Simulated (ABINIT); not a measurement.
The system is As.

```xyz
2
Lattice="1.8808 1.0859 3.5141 -1.8808 1.0859 3.5141 0.0000 -2.1718 3.5141" Properties=species:S:1:pos:R:3 pbc="T T T"
As    0.0000    0.0000    2.3825
As    0.0000    0.0000    8.1597
```

| Quantity | Value |
| --- | --- |
| Program | ABINIT 10.8.3 (patched build) |
| Task | relaxation of cell and atoms |
| Functional | PBE |
| Potentials or basis | PseudoDojo NC SR PBE v0.4.1 standard |
| Cutoff | 1143 eV |
| k mesh | 7 × 7 × 7 |
| Occupations | fermi-dirac, width 0.05 eV |
| Spin | no spin polarisation |

At the start: pressure 3.7 GPa; volume 21.53 Å³/atom.

Task: Where does the relaxation end?

Result: Over 15 steps the energy falls by 12.2 meV/atom and the volume is 22.48 Å³/atom (+4.4 %); space group R-3m (No. 166, to 0.05 Å).

Step by step:
```tsv
step	energy change (eV)	largest force (eV/Å)	pressure (GPa)	volume (Å³)
1	0.0000	0.4023	3.73	43.06
2	-0.0126	0.2533	2.57	43.55
3	-0.0241	0.0389	0.26	44.65
4	-0.0242	0.0493	0.11	44.75
5	-0.0243	0.0448	-0.02	44.85
6	-0.0244	0.0238	-0.07	44.91
7	-0.0245	0.0060	-0.03	44.91
8	-0.0245	0.0012	0.00	44.90
9	-0.0245	0.0006	0.01	44.89
10	-0.0245	0.0000	0.02	44.89
11	-0.0245	0.0007	0.03	44.89
12	-0.0245	0.0014	0.04	44.91
13	-0.0245	0.0014	0.03	44.94
14	-0.0245	0.0006	0.01	44.96
15	-0.0245	0.0001	0.00	44.96
```

Final structure:
```yaml
crystal:
  lattice:
    - [1.90992, 1.10269, 3.55838]
    - [-1.90992, 1.10269, 3.55838]
    - [0.00000, -2.20538, 3.55838]
  atoms:
    - { symbol: As, position: [0.22671, 0.22671, 0.22671] }
    - { symbol: As, position: [0.77329, 0.77329, 0.77329] }
```
